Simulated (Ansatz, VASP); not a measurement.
Two plane-wave programs on AlN

File POSCAR:

```
AlN
1.0
    0.0000000000      1.9929855707      1.9929855707
    1.9929855707      0.0000000000      1.9929855707
    1.9929855707      1.9929855707      0.0000000000
Al N
1 1
Direct
    0.5000000000      0.5000000000      0.5000000000
    0.0000000000      0.0000000000      0.0000000000
```

File INCAR.step1:

```
  PREC = Accurate
  ENCUT = 520
  ISMEAR = -1
  SIGMA = 0.05
  LREAL = False
  LASPH = True
  NELM = 60
  NBANDS = 11
  GGA = PE
  ALGO = Normal
  EDIFF = 1E-4
  LWAVE = True
  LCHARG = False
```

File INCAR.step2:

```
  PREC = Accurate
  ENCUT = 520
  EDIFF = 1E-7
  ISMEAR = -1
  SIGMA = 0.05
  LREAL = False
  LASPH = True
  NELM = 60
  ALGO = Normal
  ISIF = 2
  LWAVE = False
  LCHARG = True
  METAGGA = R2SCAN
  LMIXTAU = True
  LELF = True
  LVHAR = True
  NBANDS = 11
  ISTART = 1
```

File KPOINTS:

```
regular mesh
0
Gamma
  11 11 11
```

Contents of input.yaml:

```yaml
crystal:
  lattice:
    - [0.0, 1.9929855707, 1.9929855707]
    - [1.9929855707, 0.0, 1.9929855707]
    - [1.9929855707, 1.9929855707, 0.0]
  atoms:
    - { symbol: Al, position: [0.5, 0.5, 0.5] }
    - { symbol: "N", position: [0.0, 0.0, 0.0] }
hamiltonian:
  xc: r2scan
  pseudopotentials: { kind: paw }
kpoints:
  mp_grid: { grid: [11, 11, 11] }
scf:
  occupations: { method: fermi_dirac, width: 0.05 }
output:
  forces: true
  stress: true
  eigenvalues: true
```

Measurements of this composition are mostly on another form, of space group No. 186.

Alike in both runs: task single point; functional r2SCAN; k mesh 11 × 11 × 11; occupations fermi-dirac, width 0.05 eV; no spin polarisation.

|  | VASP | Ansatz |
| --- | --- | --- |
| version | VASP 6.6.1 | Ansatz 0.2.0 |
| potentials or method | VASP PAW PBE potentials, release 64 (Al, N) | Ansatz PAW |
| plane-wave cutoff (eV) | 520 | 500 |
| valence electrons in the cell | 8 | 8 |

```tsv
	VASP	Ansatz	Ansatz less VASP
gap on the k mesh at the Fermi level (eV)	5.98	6.02	+0.035
least direct gap on the mesh (eV)	7.17	7.12	-0.053
pressure (GPa)	10.7	11.5	+0.84
```

The functional is the same, so the differences come from potentials, cutoffs and numerics.

Caveats: the PAW data sets were made with another functional, which shifts forces and pressure a little (VASP); an odd mesh through Γ misses points on the zone boundary, where band edges often lie (VASP); odd divisions of the mesh miss points on the zone boundary, where band edges often lie, so the gap on the mesh can be too wide (Ansatz); the PAW data sets come from PBE, with cores solved anew for the run's functional, which leaves a small shift of forces and pressure (Ansatz). r2SCAN opens gaps a little over a GGA but as a rule still falls short of measured ones.
